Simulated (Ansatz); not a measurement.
**A change and its effect: Li2Se (Fm-3m)**

```yaml
crystal:
  lattice:
    - [0.00000, 2.86169, 2.86169]
    - [2.86169, 0.00000, 2.86169]
    - [2.86169, 2.86169, 0.00000]
  atoms:
    - { symbol: Li, position: [0.25000, 0.25000, 0.25000] }
    - { symbol: Li, position: [0.75000, 0.75000, 0.75000] }
    - { symbol: Se, position: [0.00000, 0.00000, 0.00000] }
```

The cell was relaxed at 5 GPa.

Level of theory, where no other is named: PBEsol, PAW on Ansatz 0.2.0's default frozen-core files (fitted under PBE), scalar-relativistic. k mesh 6×6×6, strains of ±0.005, fixed occupations, cutoff 420 eV. The cell was relaxed by PAW under this functional.

With these settings the run gives C11 = 88.9, C44 = 34.8 GPa and B_V = 53.5 GPa (relaxed ions).

**Question.** The run is repeated in the same cell with basis.ecutwfc from its default to 200 eV. What moves, and by how much?

**Answer.** C11: +8.05 %; C44: +23.24 %; B_V: +30.91 %. These settings are too loose or unsuited for a converged value.

Caveats: frozen-core PAW files fitted under PBE, their cores solved anew for the functional of the run; basis or tolerance not converged.
